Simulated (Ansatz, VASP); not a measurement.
This is a calculation of MgS for Ansatz 0.2.0.

File input.yaml:

```yaml
crystal:
  lattice:
    - [4.0346224068, 0.0, 0.0]
    - [-2.0173112034, 3.494085499, 0.0]
    - [0.0, 0.0, 6.43229418]
  atoms:
    - { symbol: S, position: [0.6666666667, 0.3333333333, 0.87924415] }
    - { symbol: S, position: [0.3333333333, 0.6666666667, 0.37924415] }
    - { symbol: Mg, position: [0.3333333333, 0.6666666667, 0.99575485] }
    - { symbol: Mg, position: [0.6666666667, 0.3333333333, 0.49575485] }
hamiltonian:
  xc: { exchange: pbe, correlation: pbe, exx: { coeff: 0.5, omega: 0.2 } }
  pseudopotentials: { kind: paw }
kpoints:
  mp_grid: { grid: [4, 4, 2] }
scf:
  occupations: { method: fermi_dirac, width: 0.05 }
output:
  forces: true
  stress: true
  eigenvalues: true
```

Potentials or basis: Ansatz PAW.

The run is started by

```sh
$ ansatz run input.yaml --threads 2 --pin off --max-ram 5632MiB --backend cpu --events-out ev --progress --plain --runs-dir out
```

**Question.** Translate it to VASP 6.6.1. Potentials there: VASP PAW PBE potentials, release 64 (S, Mg).

**Answer.** As run (the cutoff follows the program's own potentials):

File POSCAR:

```
MgS
1.0
    4.0346224068      0.0000000000      0.0000000000
   -2.0173112034      3.4940854990      0.0000000000
    0.0000000000      0.0000000000      6.4322941800
S Mg
2 2
Direct
    0.6666666667      0.3333333333      0.8792441500
    0.3333333333      0.6666666667      0.3792441500
    0.3333333333      0.6666666667      0.9957548500
    0.6666666667      0.3333333333      0.4957548500
```

The input INCAR.step1:

```
SYSTEM = MgS
ALGO     = Normal         ! electronic algorithm
EDIFF    = 1E-5           ! SCF threshold, eV
ENCUT    = 520            ! plane-wave cutoff, eV
GGA      = PE             ! functional
ISIF     = 2              ! what is computed and relaxed
ISMEAR   = -1             ! smearing method
LASPH    = .True.         ! aspherical terms in the spheres
LCHARG   = .False.        ! write CHGCAR
LREAL    = .False.        ! projectors in reciprocal space
LWAVE    = .True.         ! write WAVECAR
NELM     = 100            ! most SCF steps
PREC     = Accurate       ! precision mode
SIGMA    = 0.05           ! smearing width, eV
```

Contents of INCAR.step2:

```
SYSTEM = MgS
AEXX     = 0.5            ! exact-exchange fraction
ALGO     = Normal         ! electronic algorithm
EDIFF    = 1E-7           ! SCF threshold, eV
ENCUT    = 520            ! plane-wave cutoff, eV
GGA      = PE             ! functional
HFSCREEN = 0.2            ! screening, 1/A
ISIF     = 2              ! what is computed and relaxed
ISMEAR   = -1             ! smearing method
ISTART   = 1            
LASPH    = .True.         ! aspherical terms in the spheres
LCHARG   = .False.        ! write CHGCAR
LHFCALC  = .True.         ! exact exchange
LREAL    = .False.        ! projectors in reciprocal space
LWAVE    = .False.        ! write WAVECAR
NELM     = 100            ! most SCF steps
PREC     = Accurate       ! precision mode
PRECFOCK = Fast         
SIGMA    = 0.05           ! smearing width, eV
```

Contents of KPOINTS:

```
k-points
0
Gamma
  4 4 2
  0 0 0
```

Potentials or basis: VASP PAW PBE potentials, release 64 (S, Mg).

Run with:

```bash
$ cat potpaw_PBE.64/S/POTCAR potpaw_PBE.64/Mg/POTCAR > POTCAR
$ cp INCAR.step1 INCAR
$ mpirun -np 1 vasp_std > vasp.out
$ cp INCAR.step2 INCAR
$ mpirun -np 1 vasp_std > vasp.out
```

Both were run:

|  | VASP | Ansatz | Ansatz less VASP |
| --- | --- | --- | --- |
| gap on the k mesh at the Fermi level (eV) | 5.63 | 5.66 | +0.024 |
| least direct gap on the mesh (eV) | 5.63 | 5.66 | +0.024 |
| pressure (GPa) | -1.2 | -0.9 | +0.23 |
| largest component of the traceless stress (GPa) | 0.19 | 0.20 | +0.007 |
| rms of the force components (eV/Å) | 0.032 | 0.031 | -0.0011 |

Atom by atom the forces differ by 0.001 eV/Å (rms over components). With one functional, cell and mesh, what is left measures potentials, basis and numerics. The two sets of potentials don't hold the same shells in valence.

Caveats: the k mesh is coarse (spacing up to 0.49 Å⁻¹), so the values aren't converged, least of all with exact exchange; the PAW data sets were made with another functional, which shifts forces and pressure a little (VASP); the PAW data sets come from PBE, with cores solved anew for the run's functional, which leaves a small shift of forces and pressure (Ansatz); the thresholds are loose for stress (Ansatz).
